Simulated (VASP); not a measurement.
# Cu (I4/mmm) in VASP: further runs

The runs below take Cu through single point, with PBE, BLYP.

Everything below comes from runs of VASP 6.6.1. Logs are shortened: lines on timing, memory, paths and dates and some standing lists are left out, and cuts for length are marked.

## (1) The crystal as given

The structure is tetragonal, space group I4/mmm (No. 139). The conventional cell has a = 2.886 Å, b = 2.886 Å, c = 2.752 Å, α = 90.00°, β = 90.00°, γ = 90.00°. Cu (site symmetry 4/mmm) has 10 Cu at 2.46 to 2.75 Å as nearest neighbours.

This isn't the form of Cu at room conditions, which is fcc.

## (2) Single point, PBE

File INCAR:

```
  PREC = Accurate
  ENCUT = 520
  EDIFF = 1E-6
  ISMEAR = -1
  SIGMA = 0.02
  LREAL = False
  LASPH = True
  NELM = 100
  ALGO = Normal
  ISIF = 2
  LWAVE = False
  LCHARG = True
  GGA = PE
  LELF = True
  LVHAR = True
  NBANDS = 12
```

File KPOINTS:

```
regular mesh
0
Gamma
  5 5 5
```

File POSCAR:

```
Cu
1.0
   -1.4427933200      1.4427933200      1.3760814500
    1.4427933200     -1.4427933200      1.3760814500
    1.4427933200      1.4427933200     -1.3760814500
Cu
1
Direct
    0.0000000000      0.0000000000      0.0000000000
```

Potentials or basis: VASP PAW PBE potentials, release 64 (Cu).

Launch:

```bash
$ cat potpaw_PBE.64/Cu/POTCAR > POTCAR
$ mpirun -np 1 vasp_std > vasp.out
```

OUTCAR:

```text
PREC = Accurate
   ENCUT = 520
   EDIFF = 1E-6
   ISMEAR = -1
   LREAL = False
   LASPH = True
   NELM = 100
   ISIF = 2
   GGA = PE

 ion  position               nearest neighbor table
   1  0.000  0.000  0.000-

  LATTYP: Found a body centered tetragonal cell.
 ALAT       =     2.8855866400
 C/A-ratio  =     0.9537620052

  Lattice vectors:

 A1 = (  -1.4427933200,   1.4427933200,   1.3760814500)
 A2 = (   1.4427933200,  -1.4427933200,   1.3760814500)
 A3 = (   1.4427933200,   1.4427933200,  -1.3760814500)

Analysis of symmetry for initial positions (statically):
=====================================================================
 Subroutine PRICEL returns:
 Original cell was already a primitive cell.

 Routine SETGRP: Setting up the symmetry group for a
 body centered tetragonal supercell.

 Subroutine GETGRP returns: Found 16 space group operations
 (whereof 16 operations were pure point group operations)
 out of a pool of 16 trial point group operations.

The static configuration has the point symmetry D_4h.

Analysis of symmetry for dynamics (positions and initial velocities):
=====================================================================
 Subroutine PRICEL returns:
 Original cell was already a primitive cell.

 Routine SETGRP: Setting up the symmetry group for a
 body centered tetragonal supercell.

 Subroutine GETGRP returns: Found 16 space group operations
 (whereof 16 operations were pure point group operations)
 out of a pool of 16 trial point group operations.

The dynamic configuration has the point symmetry D_4h.

 Subroutine INISYM returns: Found 16 space group operations
 (whereof 16 operations are pure point group operations),
 and found     1 'primitive' translations

----------------------------------------------------------------------------------------

                                     Primitive cell

  volume of cell :      11.4581

  direct lattice vectors                    reciprocal lattice vectors
    -1.442793320  1.442793320  1.376081450     0.000000000  0.346549983  0.363350585
     1.442793320 -1.442793320  1.376081450     0.346549983  0.000000000  0.363350585
     1.442793320  1.442793320 -1.376081450     0.346549983  0.346549983  0.000000000

  length of vectors
     2.461078074  2.461078074  2.461078074     0.502116060  0.502116060  0.490095685

  position of ions in fractional coordinates (direct lattice)
[... 76 lines left out ...]
   ISIF   =      2    stress and relaxation
   ISYM   =      2    0-nonsym 1-usesym 2-fastsym
   POTIM  = 0.5000    time-step for ionic-motion
   TEBEG  =    0.0;   TEEND  =   0.0 temperature during run
   PSTRESS=    0.0 pullay stress
   NELECT =      11.0000    total number of electrons
   NUPDOWN=      -1.0000    fix difference up-down
   EMIN   =  10.00;   EMAX   =-10.00  energy-range for DOS
   EFERMI =   0.00;   METHOD = LEGACY
   ISMEAR =    -1;   SIGMA  =   0.02  broadening in eV -4-tet -1-fermi 0-gaus
   EFERMI_NEDOS =   21; number of points for ismear=-14 and -15
   IALGO  =     38    algorithm
   IMIX   =      4    mixing-type and parameters
     AMIX     =   0.40;   BMIX     =  1.00
     AMIX_MAG =   1.60;   BMIX_MAG =  1.00
  volume/ion in A,a.u.               =      11.46        77.32
  Fermi-wavevector in a.u.,A,eV,Ry     =   1.614984  3.051878 35.486359  2.608174
  Thomas-Fermi vector in A             =   2.709805
   LORBIT       =      0    0 simple, 1 ext, 2 COOP (PROOUT), +10 PAW based schemes
   GGA     = PE    functional components
   LHFCALC =     F    Hartree Fock is set to
   AEXX    =    0.0000 exact exchange contribution
   IVDW    =     0    specifies the selected vdW correction
   LEPSILON=     F    determine dielectric tensor
   LRPA    =     F    only Hartree local field effects (RPA)
 non-spin polarized calculation
  energy-cutoff  :      520.00
  volume of cell :       11.46
 maximum number of plane-waves:       321
 NGX is ok and might be reduce to    18
   NGX =  9   NGY =  9   NGZ =  9

 number of electron      10.9999998 magnetization

 Free energy of the ion-electron system (eV)
  ---------------------------------------------------
  ext. energy  EPLUGINS =         0.00000000
  ---------------------------------------------------
  free energy    TOTEN  =        -3.71230018 eV

  energy without entropy =       -3.71060500  energy(sigma->0) =       -3.71145259

 E-fermi :   8.1231     XC(G=0): -12.9014

 val. band max:        8.0861514678   @ k =  -0.4000   0.4000   0.2000
 cond. band min:       8.1736068597   @ k =  -0.2000   0.4000   0.2000
 fundamental gap:      0.0874553919
 Fermi energy:         8.1230543460

 k-point     1 :       0.0000    0.0000    0.0000
  band No.  band energies     occupation
      1      -1.6107      2.00000
      2       4.6817      2.00000
      3       4.8493      2.00000
      4       4.8493      2.00000
      5       5.7053      2.00000
      6       5.9548      2.00000
      7      32.8353      0.00000
      8      32.8353      0.00000
      9      34.0901      0.00000
     10      36.9132      0.00000
     11      36.9210      0.00000
     12      36.9210      0.00000
[... 241 lines left out ...]
 k-point    18 :      -0.4000   -0.4000    0.4000
  band No.  band energies     occupation
      1       3.4026      2.00000
      2       3.4544      2.00000
      3       5.9717      2.00000
      4       5.9717      2.00000
      5       6.3190      2.00000
      6      13.0274      0.00000
      7      17.0618      0.00000
      8      17.0618      0.00000
      9      21.7269      0.00000
     10      22.8489      0.00000
     11      30.0782      0.00000
     12      44.6523      0.00000

------------------------ aborting loop because EDIFF is reached ----------------------------------------

  FORCE on cell =-STRESS in cart. coord.  units (eV):
  Direction    XX          YY          ZZ          XY          YZ          ZX
  --------------------------------------------------------------------------------------
  -------------------------------------------------------------------------------------
  Total        0.7644347      0.7644347      0.1067413      0.0000000      0.0000000      0.0000000
  in kB      106.8903746    106.8903746     14.9255570      0.0000000      0.0000000      0.0000000
  external PRESSURE =      76.2354354 kB  Pullay stress =       0.0000000 kB

 VOLUME and BASIS-vectors are now :
 -----------------------------------------------------------------------------
  energy-cutoff  :      520.00
  volume of cell :       11.46
      direct lattice vectors                 reciprocal lattice vectors
    -1.442793320  1.442793320  1.376081450     0.000000000  0.346549983  0.363350585
     1.442793320 -1.442793320  1.376081450     0.346549983  0.000000000  0.363350585
     1.442793320  1.442793320 -1.376081450     0.346549983  0.346549983  0.000000000

 POSITION                                       TOTAL-FORCE (eV/Angst)
 -----------------------------------------------------------------------------------
      0.00000      0.00000      0.00000        -0.000000      0.000000     -0.000000
 -----------------------------------------------------------------------------------
    total drift:                                0.000000      0.000000      0.000000

  FREE ENERGIE OF THE ION-ELECTRON SYSTEM (eV)
  ---------------------------------------------------
  free  energy   TOTEN  =        -3.7123001791 eV

  energy  without entropy=       -3.7106050005  energy(sigma->0) =       -3.71145259
```

OSZICAR:

```text
N       E                     dE             d eps       ncg     rms          rms(c)
DAV:   1     0.471710557707E+02    0.47171E+02   -0.54382E+03   484   0.158E+03
DAV:   2    -0.298758280407E+01   -0.50159E+02   -0.45391E+02   468   0.213E+02
DAV:   3    -0.458506537410E+01   -0.15975E+01   -0.15924E+01   508   0.440E+01
DAV:   4    -0.459397530790E+01   -0.89099E-02   -0.89087E-02   520   0.301E+00
DAV:   5    -0.459405479411E+01   -0.79486E-04   -0.79485E-04   472   0.286E-01    0.749E+00
DAV:   6    -0.402967008426E+01    0.56438E+00   -0.12999E+01   496   0.688E+01    0.347E+00
DAV:   7    -0.372599178444E+01    0.30368E+00   -0.19204E+00   508   0.264E+01    0.620E-01
DAV:   8    -0.371336205002E+01    0.12630E-01   -0.48533E-03   584   0.788E-01    0.242E-01
DAV:   9    -0.371229694018E+01    0.10651E-02   -0.63034E-03   536   0.140E+00    0.263E-02
DAV:  10    -0.371230127645E+01   -0.43363E-05   -0.29263E-05   656   0.928E-02    0.724E-03
DAV:  11    -0.371230023931E+01    0.10371E-05   -0.64189E-07   344   0.186E-02    0.783E-04
DAV:  12    -0.371230017906E+01    0.60245E-07   -0.69168E-08   260   0.456E-03
   1 F= -.37123002E+01 E0= -.37114526E+01  d E =-.169518E-02
```

stdout:

```text
POSCAR found type information on POSCAR Cu
 POSCAR found :  1 types and       1 ions
 scaLAPACK will be used
 LDA part: xc-table for (Slater+PW92), standard interpolation
 POSCAR, INCAR and KPOINTS ok, starting setup
 FFT: planning ... GRIDC
 FFT: planning ... GRID_SOFT
 FFT: planning ... GRID
 WAVECAR not read
 entering main loop
```

Wall time 3.7 s (1 thread of Intel Xeon Platinum 8488C (Sapphire Rapids), shared host); peak memory 0.11 GiB.

Results:

| Quantity | Value |
| --- | --- |
| Free energy | -3.7123 eV |
| Pressure | 7.6 GPa |
| Band gap on the k mesh | none (metal or under the smearing width) |

Stress tensor (GPa, compression positive):
```
10.69  0.00  0.00
 0.00 10.69  0.00
 0.00  0.00  1.49
```

Levels at points of the mesh, in eV from the Fermi level:
```tsv
k point	band 4	band 5	band 6	band 7	band 8	band 9
(0.00, 0.00, 0.00)	-3.27	-2.42	-2.17	24.71	24.71	25.97
```

Caveat: the k mesh is coarse (spacing up to 0.63 Å⁻¹), so the values aren't converged.

## (3) Single point, BLYP, non-collinear spin, typed start (volume scaled by 0.98)

File INCAR:

```
PREC = Accurate
ENCUT = 520
EDIFF = 1E-6
ISMEAR = 1
SIGMA = 0.1
LREAL = F
LASPH = T
NELM = 150
ALGO = Normal
ISIF = 2
LWAVE = F
LCHARG = T
LNONCOLLINEAR = T
MAGMOM = 0.6 0 0
LORBIT = 11
LMAXMIX = 4
GGA = B5
ALDAX = 1.0
AGGAX = 1.0
AGGAC = 1.0
ALDAC = 0.0
LVHAR = T
NBANDS = 22
```

File KPOINTS:

```
Automatic mesh
0
Gamma
  10 10 10
```

File POSCAR:

```
Cu
1.0
   -1.4331098516      1.4331098516      1.3668457257
    1.4331098516     -1.4331098516      1.3668457257
    1.4331098516      1.4331098516     -1.3668457257
Cu
1
Direct
    0.0000000000      0.0000000000      0.0000000000
```

Potentials or basis: VASP PAW PBE potentials, release 64 (Cu).

Launch:

```bash
$ cat potpaw_PBE.64/Cu/POTCAR > POTCAR
$ mpirun -np 1 vasp_ncl > vasp.out
```

Wall time 2.1 min (1 thread of AMD EPYC 7R13 (Zen 3), shared host); peak memory 0.19 GiB.

Results (log left out):

* Free energy: -2.8336 eV
* Pressure: 20.8 GPa
* Band gap on the k mesh: none (metal or under the smearing width)
* Net moment: 0.00 μB per cell
* Valence electrons inside the program's atomic spheres: Cu 10.11

Stress tensor (GPa, compression positive):
```
21.54  0.00  0.00
 0.00 21.54  0.00
 0.00  0.00 19.26
```

Levels at points of the mesh, in eV from the Fermi level:
```tsv
k point	band 9	band 10	band 11	band 12	band 13	band 14	band 15	band 16
(0.00, 0.00, 0.00)	-2.45	-2.45	-2.24	-2.24	25.32	25.32	25.32	25.32
(0.50, 0.00, 0.00)	-1.53	-1.53	-0.47	-0.47	4.73	4.73	17.53	17.53
(0.50, 0.00, 0.50)	-1.53	-1.53	-0.47	-0.47	4.73	4.73	17.53	17.53
(0.00, 0.50, 0.50)	-1.53	-1.53	-0.47	-0.47	4.73	4.73	17.53	17.53
(0.50, 0.50, 0.00)	-1.56	-1.56	-0.84	-0.83	4.19	4.19	18.92	18.92
(0.50, 0.50, 0.50)	-1.68	-1.68	7.79	7.79	7.79	7.79	9.65	9.65
```

Moments on the atoms (μB; x, y, z):
```
Cu  0.00 0.00 0.00
```

Caveat: so large a pressure means that the cell lies far from this level's equilibrium, or that cutoff or potentials fall short; the potentials were made for another functional, which shifts forces and pressure.

## (4) Single point, BLYP, non-collinear spin, typed start (volume scaled by 1.04)

File INCAR:

```
PREC     = Accurate       # precision mode
ENCUT    = 520            # plane-wave cutoff, eV
EDIFF    = 1E-6           # SCF threshold, eV
ISMEAR   = 1              # smearing method
SIGMA    = 0.1            # smearing width, eV
LREAL    = F              # projectors in reciprocal space
LASPH    = T              # aspherical terms in the spheres
NELM     = 150            # most SCF steps
ALGO     = Fast           # electronic algorithm
ISIF     = 2              # what is computed and relaxed
LWAVE    = F              # write WAVECAR
LCHARG   = T              # write CHGCAR
LNONCOLLINEAR= T              # non-collinear magnetism
MAGMOM   = 0.6 0 0        # initial moments
LORBIT   = 11             # projections on sites
LMAXMIX  = 4              # l up to which the mixer works
GGA      = B5             # functional
ALDAX    = 1.0          
AGGAX    = 1.0          
AGGAC    = 1.0          
ALDAC    = 0.0          
LVHAR    = T            
NBANDS   = 22             # bands
```

File KPOINTS:

```
regular mesh
0
Gamma
  10 10 10
```

File POSCAR:

```
Cu
1.0
   -1.4617796199      1.4617796199      1.3941898615
    1.4617796199     -1.4617796199      1.3941898615
    1.4617796199      1.4617796199     -1.3941898615
Cu
1
Direct
    0.0000000000      0.0000000000      0.0000000000
```

Launch:

```bash
$ cat potpaw_PBE.64/Cu/POTCAR > POTCAR
$ mpirun -np 1 vasp_ncl > vasp.out
```

Wall time 2.6 min (1 thread of AMD EPYC 7R13 (Zen 3), shared host); peak memory 0.2 GiB.

The run converged. Its results:

| Quantity | Value |
| --- | --- |
| Free energy | -2.8987 eV |
| Pressure | 10.1 GPa |
| Band gap on the k mesh | none (metal or under the smearing width) |
| Net moment | 0.00 μB per cell |
| Valence electrons inside the program's atomic spheres | Cu 10.04 |

Stress tensor (GPa, compression positive):
```
11.04  0.00  0.00
 0.00 11.04  0.00
 0.00  0.00  8.27
```

Levels at points of the mesh, in eV from the Fermi level:
```tsv
k point	band 8	band 9	band 10	band 11	band 12	band 13	band 14	band 15	band 16	band 17
(0.00, 0.00, 0.00)	-3.16	-2.33	-2.33	-2.14	-2.14	24.72	24.72	24.72	24.72	26.01
(0.50, 0.00, 0.00)	-2.05	-1.49	-1.49	-0.33	-0.33	4.39	4.39	16.79	16.79	17.13
(0.50, 0.00, 0.50)	-2.05	-1.49	-1.49	-0.33	-0.33	4.39	4.39	16.79	16.79	17.13
(0.00, 0.50, 0.50)	-2.05	-1.49	-1.49	-0.33	-0.33	4.39	4.39	16.79	16.79	17.13
(0.50, 0.50, 0.00)	-2.17	-1.52	-1.52	-0.67	-0.67	3.87	3.87	18.15	18.15	18.41
(0.50, 0.50, 0.50)	-1.68	-1.63	-1.63	7.54	7.54	7.54	7.54	9.32	9.32	13.36
```

Moments on the atoms (μB; x, y, z):
```
Cu  0.00 0.00 0.00
```

Caveat: the PAW data sets were made with another functional, which shifts forces and pressure a little.

(Continued in part 2 of 2.)
